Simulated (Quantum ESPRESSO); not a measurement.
# Ge (P4_32_12) in Quantum ESPRESSO: band structure with PBE

Aim: the band structure of Ge with PBE.

Everything below comes from runs of Quantum ESPRESSO 7.5. Logs are shortened: lines on timing, memory, paths and dates and some standing lists are left out, and cuts for length are marked.

**What was measured.**

“Properties of the exotic metastable ST12 germanium allotrope”, 2017, pmc:5216117 reports, for a powder of Ge: band gap 0.74 ± 0.02 eV (optical).

How close the calculation comes is told below.

## 1. The structure

The structure is tetragonal, space group P4_32_12 (No. 96). Conventional cell: a = 5.930 Å, b = 5.930 Å, c = 6.980 Å, α = 90.00°, β = 90.00°, γ = 90.00°. Ge (site symmetry 1) has 4 Ge at 2.44 to 2.55 Å as nearest neighbours. Ge (site symmetry 2) has 4 Ge at 2.44 to 2.55 Å as nearest neighbours.

This isn't the form of Ge at room conditions, which is diamond.

## 2. Band structure, PBE

pw.in

```
&CONTROL
  calculation = 'scf'
  prefix = 'pwscf'
  outdir = './tmp'
  pseudo_dir = './pseudo'
  tprnfor = .true.
  tstress = .true.
  disk_io = 'low'
/
&SYSTEM
  ibrav = 0
  celldm(1) = 8
  nat = 12
  ntyp = 1
  ecutwfc = 55
  ecutrho = 440
  nbnd = 105
  occupations = 'smearing'
  smearing = 'fd'
  degauss = 0.00367493
/
&ELECTRONS
  conv_thr = 2.4d-09
  electron_maxstep = 120
  mixing_beta = 0.5
/
ATOMIC_SPECIES
Ge    72.6300 ge_pbe_v1.4.uspp.F.UPF
CELL_PARAMETERS alat
  1.4007594898789   0.0000000000000   0.0000000000000
  0.0000000000000   1.4007594898789   0.0000000000000
  0.0000000000000   0.0000000000000   1.6487860437360
ATOMIC_POSITIONS crystal
Ge     0.3750000000    0.1667000000    0.7500000000
Ge     0.3333000000    0.8750000000    0.5000000000
Ge     0.6250000000    0.8333000000    0.2500000000
Ge     0.6667000000    0.1250000000    0.0000000000
Ge     0.8750000000    0.3333000000    0.5000000000
Ge     0.8333000000    0.6250000000    0.7500000000
Ge     0.1250000000    0.6667000000    0.0000000000
Ge     0.1667000000    0.3750000000    0.2500000000
Ge     0.5750000000    0.4250000000    0.2500000000
Ge     0.9250000000    0.9250000000    0.5000000000
Ge     0.4250000000    0.5750000000    0.7500000000
Ge     0.0750000000    0.0750000000    0.0000000000
K_POINTS automatic
5 5 4 0 0 0
```

bands.in

```
&CONTROL
  calculation = 'bands'
  prefix = 'pwscf'
  outdir = './tmp'
  pseudo_dir = './pseudo'
  disk_io = 'low'
  verbosity = 'high'
/
&SYSTEM
  ibrav = 0
  celldm(1) = 8
  nat = 12
  ntyp = 1
  ecutwfc = 55
  ecutrho = 440
  nbnd = 105
  occupations = 'smearing'
  smearing = 'fd'
  degauss = 0.00367493
/
&ELECTRONS
  conv_thr = 1d-08
  electron_maxstep = 120
  mixing_beta = 0.5
  diago_full_acc = .true.
  startingwfc = 'random'
/
ATOMIC_SPECIES
Ge    72.6300 ge_pbe_v1.4.uspp.F.UPF
CELL_PARAMETERS alat
  1.4007594898789   0.0000000000000   0.0000000000000
  0.0000000000000   1.4007594898789   0.0000000000000
  0.0000000000000   0.0000000000000   1.6487860437360
ATOMIC_POSITIONS crystal
Ge     0.3750000000    0.1667000000    0.7500000000
Ge     0.3333000000    0.8750000000    0.5000000000
Ge     0.6250000000    0.8333000000    0.2500000000
Ge     0.6667000000    0.1250000000    0.0000000000
Ge     0.8750000000    0.3333000000    0.5000000000
Ge     0.8333000000    0.6250000000    0.7500000000
Ge     0.1250000000    0.6667000000    0.0000000000
Ge     0.1667000000    0.3750000000    0.2500000000
Ge     0.5750000000    0.4250000000    0.2500000000
Ge     0.9250000000    0.9250000000    0.5000000000
Ge     0.4250000000    0.5750000000    0.7500000000
Ge     0.0750000000    0.0750000000    0.0000000000
K_POINTS crystal
60
 0.0000000000  0.0000000000  0.0000000000 1
 0.0000000000  0.1000000000  0.0000000000 1
 0.0000000000  0.2000000000  0.0000000000 1
 0.0000000000  0.3000000000  0.0000000000 1
 0.0000000000  0.4000000000  0.0000000000 1
 0.0000000000  0.5000000000  0.0000000000 1
 0.0833333333  0.5000000000  0.0000000000 1
 0.1666666667  0.5000000000  0.0000000000 1
 0.2500000000  0.5000000000  0.0000000000 1
 0.3333333333  0.5000000000  0.0000000000 1
 0.4166666667  0.5000000000  0.0000000000 1
 0.5000000000  0.5000000000  0.0000000000 1
 0.4375000000  0.4375000000  0.0000000000 1
 0.3750000000  0.3750000000  0.0000000000 1
 0.3125000000  0.3125000000  0.0000000000 1
 0.2500000000  0.2500000000  0.0000000000 1
 0.1875000000  0.1875000000  0.0000000000 1
 0.1250000000  0.1250000000  0.0000000000 1
 0.0625000000  0.0625000000  0.0000000000 1
 0.0000000000  0.0000000000  0.0000000000 1
 0.0000000000  0.0000000000  0.1000000000 1
 0.0000000000  0.0000000000  0.2000000000 1
 0.0000000000  0.0000000000  0.3000000000 1
 0.0000000000  0.0000000000  0.4000000000 1
 0.0000000000  0.0000000000  0.5000000000 1
 0.0000000000  0.0833333333  0.5000000000 1
 0.0000000000  0.1666666667  0.5000000000 1
 0.0000000000  0.2500000000  0.5000000000 1
 0.0000000000  0.3333333333  0.5000000000 1
 0.0000000000  0.4166666667  0.5000000000 1
 0.0000000000  0.5000000000  0.5000000000 1
 0.0833333333  0.5000000000  0.5000000000 1
 0.1666666667  0.5000000000  0.5000000000 1
 0.2500000000  0.5000000000  0.5000000000 1
 0.3333333333  0.5000000000  0.5000000000 1
 0.4166666667  0.5000000000  0.5000000000 1
 0.5000000000  0.5000000000  0.5000000000 1
 0.4500000000  0.4500000000  0.5000000000 1
 0.4000000000  0.4000000000  0.5000000000 1
 0.3500000000  0.3500000000  0.5000000000 1
 0.3000000000  0.3000000000  0.5000000000 1
 0.2500000000  0.2500000000  0.5000000000 1
 0.2000000000  0.2000000000  0.5000000000 1
 0.1500000000  0.1500000000  0.5000000000 1
 0.1000000000  0.1000000000  0.5000000000 1
 0.0500000000  0.0500000000  0.5000000000 1
 0.0000000000  0.0000000000  0.5000000000 1
 0.0000000000  0.5000000000  0.0000000000 1
 0.0000000000  0.5000000000  0.1000000000 1
 0.0000000000  0.5000000000  0.2000000000 1
 0.0000000000  0.5000000000  0.3000000000 1
 0.0000000000  0.5000000000  0.4000000000 1
 0.0000000000  0.5000000000  0.5000000000 1
 0.5000000000  0.5000000000  0.0000000000 1
 0.5000000000  0.5000000000  0.0833333333 1
 0.5000000000  0.5000000000  0.1666666667 1
 0.5000000000  0.5000000000  0.2500000000 1
 0.5000000000  0.5000000000  0.3333333333 1
 0.5000000000  0.5000000000  0.4166666667 1
 0.5000000000  0.5000000000  0.5000000000 1
```

Potentials or basis: SSSP 1.3 efficiency PBE.

The run is started by

```console
$ OMP_NUM_THREADS=1 mpirun -n 2 pw.x -nk 2 -in pw.in > pw.out
$ OMP_NUM_THREADS=1 mpirun -n 2 pw.x -nk 2 -in bands.in > bands.out
```

pw.out:

```text
This program is part of the open-source Quantum ESPRESSO suite
     for quantum simulation of materials; please cite
[... 6 lines left out ...]
     using ibrav=0 with symmetry is DISCOURAGED, use correct ibrav instead

     K-points division:     npool     =       2
     Subspace diagonalization in iterative solution of the eigenvalue problem:
     a serial algorithm will be used

     G-vector sticks info
     --------------------
     sticks:   dense  smooth     PW     G-vecs:    dense   smooth      PW
     Sum        4397    2209    609               258285    91311   13305

     Using Slab Decomposition

     bravais-lattice index     =            0
     lattice parameter (alat)  =       8.0000  a.u.
     unit-cell volume          =    1656.3855 (a.u.)^3
     number of atoms/cell      =           12
     number of atomic types    =            1
     number of electrons       =       168.00
     number of Kohn-Sham states=          105
     kinetic-energy cutoff     =      55.0000  Ry
     charge density cutoff     =     440.0000  Ry
     scf convergence threshold =      2.4E-09
     mixing beta               =       0.5000
     number of iterations used =            8  plain     mixing
     Exchange-correlation=  SLA  PW   PBX  PBC
                           (   1   4   3   4   0   0   0)

     celldm(1)=   8.000000  celldm(2)=   0.000000  celldm(3)=   0.000000
     celldm(4)=   0.000000  celldm(5)=   0.000000  celldm(6)=   0.000000

     crystal axes: (cart. coord. in units of alat)
               a(1) = (   1.400759   0.000000   0.000000 )
               a(2) = (   0.000000   1.400759   0.000000 )
               a(3) = (   0.000000   0.000000   1.648786 )

     reciprocal axes: (cart. coord. in units 2 pi/alat)
               b(1) = (  0.713898  0.000000  0.000000 )
               b(2) = (  0.000000  0.713898  0.000000 )
               b(3) = (  0.000000  0.000000  0.606507 )

     PseudoPot. # 1 for Ge read from file:
     ge_pbe_v1.4.uspp.F.UPF
     Pseudo is Ultrasoft + core correction, Zval = 14.0
     Generated by new atomic code, or converted to UPF format
     Using radial grid of  873 points,  6 beta functions with:
                l(1) =   0
                l(2) =   0
                l(3) =   1
                l(4) =   1
                l(5) =   2
                l(6) =   2
     Q(r) pseudized with  8 coefficients,  rinner =    1.400   1.400   1.400
                                                       1.400   1.400

     atomic species   valence    mass     pseudopotential
     Ge               14.00    72.63000     Ge( 1.00)

[... 25 lines left out ...]
        k(    6) = (   0.0000000   0.1427797  -0.3032534), wk =   0.0800000
[... 10 lines left out ...]
        k(   17) = (   0.2855594   0.2855594   0.1516267), wk =   0.1600000
        k(   18) = (   0.2855594   0.2855594  -0.3032534), wk =   0.0800000

     Dense  grid:   258285 G-vectors     FFT dimensions: (  80,  80,  96)

     Smooth grid:    91311 G-vectors     FFT dimensions: (  54,  54,  64)

     Check: negative core charge=   -0.000001

     Initial potential from superposition of free atoms

     starting charge     167.9895, renormalised to     168.0000
     Starting wfcs are  108 randomized atomic wfcs

     Self-consistent Calculation

     iteration #  1     ecut=    55.00 Ry     beta= 0.50
     Davidson diagonalization with overlap
     ethr =  1.00E-02,  avg # of iterations =  4.7

     Threshold (ethr) on eigenvalues was too large:
     Diagonalizing with lowered threshold

     Davidson diagonalization with overlap
     ethr =  8.42E-05,  avg # of iterations =  6.6

     total energy              =   -2563.65655699 Ry
     estimated scf accuracy    <       0.14696139 Ry
[... 43 lines left out ...]
     iteration #  8     ecut=    55.00 Ry     beta= 0.50
     Davidson diagonalization with overlap
     ethr =  1.42E-11,  avg # of iterations =  2.8

     End of self-consistent calculation

          k = 0.0000 0.0000 0.0000 ( 11399 PWs)   bands (ev):

   -15.1954 -15.1687 -15.1687 -15.1491 -15.1454 -15.1436 -15.1436 -15.1250
   -15.1105 -15.1105 -15.1058 -15.1054 -15.1001 -15.0880 -15.0535 -15.0535
   -15.0533 -15.0445 -15.0386 -15.0386 -15.0319 -15.0313 -15.0313 -15.0300
   -15.0118 -15.0011 -15.0001 -15.0001 -14.9800 -14.9772 -14.9772 -14.9633
   -14.9545 -14.9525 -14.9519 -14.9519 -14.9392 -14.9392 -14.9300 -14.9264
   -14.9258 -14.9061 -14.9049 -14.9049 -14.8841 -14.8841 -14.8676 -14.8676
   -14.8619 -14.8558 -14.8521 -14.8475 -14.8440 -14.8440 -14.8377 -14.8296
   -14.8203 -14.7933 -14.7933 -14.7924  -3.3806  -0.8930  -0.8930  -0.1832
     0.4446   0.5372   0.5372   2.9655   3.2409   3.2409   3.7139   3.8163
     5.3495   5.4687   5.4687   5.8650   5.9788   6.2906   6.2906   7.2460
     8.3018   8.3018   8.3057   9.0824  10.6577  10.6577  10.7109  11.6200
    12.6090  12.9019  13.0921  13.1790  13.6759  13.6759  14.0178  14.0178
    15.0258  15.3073  15.8571  15.8660  15.8660  16.1972  16.5866  16.5866
    16.6495
[... 275 lines left out ...]
   -15.1741 -15.1741 -15.1702 -15.1702 -15.1368 -15.1368 -15.1351 -15.1351
   -15.1019 -15.1019 -15.0953 -15.0953 -15.0880 -15.0880 -15.0789 -15.0789
   -15.0522 -15.0522 -15.0417 -15.0417 -15.0248 -15.0248 -15.0154 -15.0154
   -14.9968 -14.9968 -14.9925 -14.9925 -14.9776 -14.9776 -14.9707 -14.9707
   -14.9576 -14.9576 -14.9469 -14.9469 -14.9255 -14.9255 -14.9188 -14.9188
   -14.9115 -14.9115 -14.9054 -14.9054 -14.8908 -14.8908 -14.8825 -14.8825
   -14.8633 -14.8633 -14.8632 -14.8632 -14.8429 -14.8429 -14.8400 -14.8400
   -14.8161 -14.8161 -14.8040 -14.8040  -1.6088  -1.6088  -1.1077  -1.1077
    -0.1543  -0.1543   0.2746   0.2746   4.2048   4.2048   4.6575   4.6575
     6.3500   6.3500   6.7418   6.7418   7.1431   7.1431   7.5716   7.5716
     8.0008   8.0008   8.3745   8.3745  10.5125  10.5125  10.8791  10.8791
    11.5710  11.5710  11.9568  11.9568  12.5273  12.5273  13.1341  13.1341
    14.1293  14.1293  14.6588  14.6588  15.5432  15.5432  15.9420  15.9420
    16.7156

     the Fermi energy is     9.4967 ev

!    total energy              =   -2563.65993169 Ry
     estimated scf accuracy    <          2.2E-09 Ry
     smearing contrib. (-TS)   =      -0.00001151 Ry
     internal energy E=F+TS    =   -2563.65992018 Ry

     The total energy is F=E-TS. E is the sum of the following terms:
     one-electron contribution =   -1537.15572440 Ry
     hartree contribution      =     932.25867960 Ry
     xc contribution           =    -699.77319660 Ry
     ewald contribution        =   -1258.98967879 Ry

     convergence has been achieved in   8 iterations

     Forces acting on atoms (cartesian axes, Ry/au):

     atom    1 type  1   force =    -0.01321051   -0.00737177    0.00316880
     atom    2 type  1   force =     0.00737177   -0.01321051    0.00316880
     atom    3 type  1   force =     0.01321051    0.00737177    0.00316880
     atom    4 type  1   force =    -0.00737177    0.01321051    0.00316880
     atom    5 type  1   force =    -0.01321051    0.00737177   -0.00316880
     atom    6 type  1   force =     0.00737177    0.01321051   -0.00316880
     atom    7 type  1   force =     0.01321051   -0.00737177   -0.00316880
     atom    8 type  1   force =    -0.00737177   -0.01321051   -0.00316880
     atom    9 type  1   force =     0.02433523   -0.02433523    0.00000000
     atom   10 type  1   force =    -0.02433523   -0.02433523   -0.00000000
     atom   11 type  1   force =    -0.02433523    0.02433523    0.00000000
     atom   12 type  1   force =     0.02433523    0.02433523    0.00000000

     Total force =     0.081540     Total SCF correction =     0.000123

     Computing stress (Cartesian axis) and pressure

          total   stress  (Ry/bohr**3)                   (kbar)     P=       39.16
   0.00029328   0.00000000   0.00000000           43.14        0.00        0.00
   0.00000000   0.00029328   0.00000000            0.00       43.14        0.00
   0.00000000   0.00000000   0.00021203            0.00        0.00       31.19

=------------------------------------------------------------------------------=
   JOB DONE.
=------------------------------------------------------------------------------=
```

Wall time 23 min (2 MPI ranks of AMD EPYC 7R43 (Zen 3), shared host); peak memory 1.5 GiB.

What came out:

| Quantity | Value |
| --- | --- |
| Free energy | -34880.3703 eV |
| Pressure | 3.9 GPa |
| Largest force | 0.885 eV/Å |
| Band gap on the k mesh | 0.70 eV, direct |
| Band gap along the path | 0.55 eV, direct |

Forces on the atoms (eV/Å):
```
Ge  -0.340 -0.190  0.081
Ge   0.190 -0.340  0.081
Ge   0.340  0.190  0.081
Ge  -0.190  0.340  0.081
Ge  -0.340  0.190 -0.081
Ge   0.190  0.340 -0.081
Ge   0.340 -0.190 -0.081
Ge  -0.190 -0.340 -0.081
Ge   0.626 -0.626  0.000
Ge  -0.626 -0.626  0.000
Ge  -0.626  0.626  0.000
Ge   0.626  0.626  0.000
```

Stress tensor (GPa, compression positive):
```
4.31 0.00 0.00
0.00 4.31 0.00
0.00 0.00 3.12
```

Levels at the corners of the path, in eV from the valence-band top:
```csv
point,band 81,band 82,band 83,band 84,band 85,band 86,band 87,band 88
Γ,-0.86,-0.86,-0.86,-0.08,1.50,1.50,1.55,2.46
X,-0.56,-0.56,-0.12,-0.12,1.34,1.34,2.28,2.28
M,-0.32,-0.32,-0.03,-0.03,1.19,1.19,1.49,1.49
Γ,-0.86,-0.86,-0.86,-0.08,1.50,1.50,1.55,2.46
Z,-1.12,-1.12,-0.62,-0.62,0.91,0.91,1.54,1.54
R,-0.81,-0.81,-0.42,-0.42,0.79,0.79,1.45,1.45
A,-1.06,-1.06,-1.06,-1.06,1.26,1.26,1.26,1.26
Z,-1.12,-1.12,-0.62,-0.62,0.91,0.91,1.54,1.54
X,-0.56,-0.56,-0.12,-0.12,1.34,1.34,2.28,2.28
R,-0.81,-0.81,-0.42,-0.42,0.79,0.79,1.45,1.45
M,-0.32,-0.32,-0.03,-0.03,1.19,1.19,1.49,1.49
A,-1.06,-1.06,-1.06,-1.06,1.26,1.26,1.26,1.26
```

Caveat: the mesh misses the band edges, which the band path finds closer together.

## 3. Against experiment

Step 2. Measured gap of Ge: 0.74 eV (optical; powder; “Properties of the exotic metastable ST12 germanium allotrope”, 2017, pmc:5216117). This calculation gives 0.55 eV (-0.19 eV). Spin-orbit coupling on Ge is left out. The value is that of PBE, without temperature or zero-point motion. Semilocal functionals fall short of measured gaps as a rule.
